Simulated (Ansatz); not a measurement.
A (010) slab of ZrSi2 (Cmcm (No. 63)), 11 planes, outer planes Si (top) and Si (bottom), with 14 atoms (Zr4Si10) in a surface cell of A = 13.436 Å², as cut from the bulk:

```xyz
14
Lattice="3.6568 0.0000 0.0000 0.0000 3.6743 0.0000 0.0000 0.0000 29.5726" Properties=species:S:1:pos:R:3 pbc="T T T"
Si    0.9142    1.8371    7.5000
Si    2.7426    0.0000    7.5068
Zr    2.7426    1.8371    9.6195
Si    0.9142    0.0000   10.3589
Si    2.7426    0.0000   11.9308
Zr    0.9142    1.8371   12.6702
Si    0.9142    0.0000   14.7829
Si    2.7426    1.8371   14.7897
Zr    2.7426    0.0000   16.9025
Si    0.9142    1.8371   17.6418
Si    2.7426    1.8371   19.2137
Zr    0.9142    0.0000   19.9531
Si    0.9142    1.8371   22.0659
Si    2.7426    0.0000   22.0726
```

Level of theory: DFT PBEsol, scalar-relativistic, plane waves, PAW in Ansatz 0.2.0. Cutoff 420 eV; k points 10×10×1 on the computed 14-atom cell (Γ-centred); Gaussian smearing, width 0.10 eV; no spin polarisation.

The relaxed slab holds 4 formula units of ZrSi2 and 2 further Si. Against those formula units in the bulk and the further Si in its standard state it lies 3.197 eV higher. The formation energy of ZrSi2 from the standard states is -2.284 eV a formula unit (uncorrected, no zero-point or thermal terms).

Task: Over what range can the chemical potential of Si vary, and what is the surface energy at both ends?

Result: In contact with the bulk, 2μ(Si) + μ(Zr) is fixed. With Δμ counted from the standard states, Δμ(Si) ≤ 0 keeps elemental Si from forming, and Δμ(Zr) ≤ 0 requires Δμ(Si) ≥ ΔH/2 = -1.142 eV. Other compounds of Si and Zr can narrow this range. Then γ, the mean of both faces, = [3.197 eV − 2.00·Δμ(Si)]/(2A). At the Si-rich end (Δμ = 0): 3.197/(2 × 13.436) × 16.02 = 1.91 J/m². At the Si-poor end: (3.197 + 2.284)/(2 × 13.436) × 16.02 = 3.27 J/m².

Task: How does its energy depend on growth conditions?

Result: It carries an excess of Si, so its energy falls by 1.19 J/m² for each eV that μ(Si) rises: Si-rich conditions lower it; whether it appears depends on the other terminations.